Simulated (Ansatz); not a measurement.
## InCuS$_{2}$ in the chalcopyrite structure (space group I-42d, No. 122)

```xyz
8
Lattice="-2.7613 2.7613 5.5655 2.7613 -2.7613 5.5655 2.7613 2.7613 -5.5655" Properties=species:S:1:pos:R:3 pbc="T T T"
Cu     0.0000     2.7613     2.7827
Cu     0.0000     0.0000     0.0000
In     2.7613     0.0000     2.7827
In     0.0000     0.0000     5.5655
S      1.3806     1.2237    -1.3914
S      1.3806     1.5375     4.1741
S      1.5375    -1.3806     6.9569
S      1.2237     4.1419     1.3914
```

Computed with r2SCAN/PAW in Ansatz (a first-principles code), spin-orbit coupling left out, earlier PAW set. Settings: 9×9×9 k-points, 0.05 eV Fermi–Dirac smearing.

| Property | Result |
|---|---|
| Volume per atom | 21.22 Å³ |
| Density | 4.74 g/cm³ |
| Band gap | 0.36 eV, direct at Γ |
| Electron mass | 0.079 mₑ along c, 0.074 mₑ across |
| Total energy | -3514.330 eV/atom (σ→0; compares only within this code and set-up) |

Masses are band curvatures over ±0.01 Å⁻¹ around the edge. Stability against distortions was not tested. The final runs are not spin-polarised.
